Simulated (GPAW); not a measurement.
## Sc: single point with PBEsol

Crystal: Sc.

```
Sc
1.0
     3.30900    0.00000    0.00000
    -1.65450    2.86568    0.00000
     0.00000    0.00000    5.27330
Sc
2
Direct
  0.66667 0.33333 0.75000
  0.33333 0.66667 0.25000
```

```
Program             : GPAW 26.7.0
Task                : single point
Functional          : PBEsol
Potentials or basis : PAW data sets generated in the run's folder for this functional
Cutoff              : 600 eV
Basis               : pw
k mesh              : 9 × 9 × 5
Occupations         : gaussian, width 0.02 eV
Spin                : no spin polarisation
```

```
Pressure               : -2.8 GPa
Band gap on the k mesh : none (metal or under the smearing width)
```

Stress tensor (GPa, compression positive):
```
-2.24  0.00  0.00
 0.00 -2.24  0.00
 0.00  0.00 -4.02
```

Levels at points of the mesh, in eV from the Fermi level:
| k point | band 9 | band 10 | band 11 | band 12 | band 13 | band 14 |
| --- | --- | --- | --- | --- | --- | --- |
| (0.00, 0.00, 0.00) | -5.11 | -1.66 | 0.42 | 1.60 | 1.60 | 1.71 |

Wall time 47 s on 1 thread of Arm Neoverse N1, with other jobs on the host, peak memory 0.18 GiB.
